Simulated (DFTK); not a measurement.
Write the native input for DFTK 0.8.2 that does the following.

```yaml
Task: band structure
Functional: PBE
Potentials_or_basis: cp2k.nc.sr.pbe.v0_1.largecore.gth (PBE, GTH)
Cutoff: 2177 eV
k_mesh: 9 × 9 × 9
Occupations: fermi-dirac, width 0.05 eV
Spin: no spin polarisation
Valence_electrons: C 4, Zr 12
SCF_tolerance_on_the_density: 1e-06
```

The structure of ZrC lies in POSCAR:

```
ZrC
1.0
    0.0000000000      2.3650000000      2.3650000000
    2.3650000000      0.0000000000      2.3650000000
    2.3650000000      2.3650000000      0.0000000000
Zr C
1 1
Direct
    0.5000000000      0.5000000000      0.5000000000
    0.0000000000      0.0000000000      0.0000000000
```

The input as run:

run.jl

```julia
using DFTK
using PseudoPotentialData
using Unitful, UnitfulAtomic
using LinearAlgebra, Printf
include("save.jl")
disable_threading()

lines     = readlines("POSCAR")
lattice   = austrip(1u"Å") * parse(Float64, lines[2]) * hcat([parse.(Float64, split(l)) for l in lines[3:5]]...)
symbols   = vcat([fill(Symbol(s), parse(Int, n)) for (s, n) in zip(split(lines[6]), split(lines[7]))]...)
positions = [parse.(Float64, split(l)[1:3]) for l in lines[9:8+length(symbols)]]
pseudopotentials = PseudoFamily("cp2k.nc.sr.pbe.v0_1.largecore.gth")
elements = Dict(s => ElementPsp(s, pseudopotentials) for s in unique(symbols))
atoms    = [elements[s] for s in symbols]

build_model(lattice, positions; symmetries=true) =
    model_DFT(lattice, atoms, positions;
              functionals=PBE(),
              temperature=austrip(0.05u"eV"),
              smearing=Smearing.FermiDirac(),
              symmetries)
Ecut  = 80.0  # hartree
kgrid = [9, 9, 9]
tol   = 1e-6
to_GPa = ustrip(uconvert(u"GPa", 1u"hartree/bohr^3"))

model = build_model(lattice, positions)
basis = PlaneWaveBasis(model; Ecut, kgrid)
display(basis)
scfres = self_consistent_field(basis;
                               tol,
                               nbandsalg=AdaptiveBands(model; n_bands_converge=13))
display(scfres.energies)
@printf "Fermi level: %.6f eV\n" ustrip(auconvert(u"eV", something(scfres.εF, NaN)))
forces = compute_forces_cart(scfres)
println("Forces (eV/Å)")
for (s, f) in zip(symbols, forces)
    @printf "%-3s %12.6f %12.6f %12.6f\n" s ustrip.(auconvert.(u"eV/Å", f))...
end
stress = compute_stresses_cart(scfres)
println("Stress (GPa)")
display(round.(stress * to_GPa; digits=4))
println("Levels at the first k-point (eV): ", round.(ustrip.(auconvert.(u"eV", scfres.eigenvalues[1][1:scfres.n_bands_converge])); digits=4))
save_scf!(scfres; forces, stress)

points = Dict("G" => [0.0, 0.0, 0.0], "K" => [0.375, 0.375, 0.75], "L" => [0.5, 0.5, 0.5], "U" => [0.625, 0.25, 0.625], "W" => [0.5, 0.25, 0.75], "X" => [0.5, 0.0, 0.5])
segments = [("G", "X", 7), ("X", "W", 4), ("W", "K", 3), ("K", "G", 7), ("G", "L", 6), ("L", "U", 4), ("U", "W", 3), ("W", "L", 5), ("L", "K", 4), ("U", "X", 3)]
kcoords = vcat([[points[a] + t * (points[b] - points[a]) for t in range(0, 1, n)] for (a, b, n) in segments]...)
bands = compute_bands(scfres, ExplicitKpoints(kcoords); n_bands=15, tol=1e-5)
for (k, ε) in zip(bands.basis.kpoints, bands.eigenvalues)
    @printf "%d %8.4f %8.4f %8.4f " k.spin k.coordinate...
    println(join([@sprintf("%9.4f", e) for e in ustrip.(auconvert.(u"eV", ε .- scfres.εF))]))
end
results["band_energies"] = rows(bands.eigenvalues); results["band_kpoints"] = rows(kcoords)
```

Potentials or basis: cp2k.nc.sr.pbe.v0_1.largecore.gth (PBE, GTH).

Launch:

```console
$ julia --threads=1 run.jl  # save.jl only writes the numbers to a file and isn't shown; printed stress counts tension as positive; times include loading and compiling
```

It gave:

```yaml
Pressure: -3.6 GPa
Band_gap_on_the_k_mesh: none (metal or under the smearing width)
```

Caveat: GTH potentials come without recommended cutoffs, and this one wasn't checked for convergence.

It took 3.3 min on 1 thread of Intel(R) Xeon(R) 6975P-C (Granite Rapids) (shared host), peak memory 2.1 GiB.
